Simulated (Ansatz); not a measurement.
A crystal relaxed with r2SCAN+rVV10 in the PAW code Ansatz has space group P6_3/mmc (No. 194) and a = 3.754 Å, c = 16.114 Å.

```csv
atom,site,x,y,z
Ga,4f,0.3333,0.6667,0.1745
Xx,4f,0.3333,0.6667,0.6027
```

The r2SCAN gap is direct at Γ: 1.50 eV. A second conduction valley, at M, lies only 23 meV higher, so their order isn't settled. The HSE06 gap is direct at Γ: 1.88 eV. Meshes: r2SCAN 12×12×2, HSE06 6×6×2.

**Question.** Which element is Xx?
A. Se
B. O
C. S
D. Te

**Answer.** A. Xx is Se: GaSe (started from an entry of an open crystallographic database). Around Ga lie 1 Ga at 2.43 Å and 3 Se at 2.46 Å; around Se lie 3 Ga at 2.46 Å.

Calculated for a static, non-magnetic cell.

The runs are scalar-relativistic, without spin-orbit coupling.

The meshes of the hybrids are coarse, so their gaps aren't converged to the digits shown.

The PAW potentials are those of the set soft_1; totals can't be set beside those of other sets.
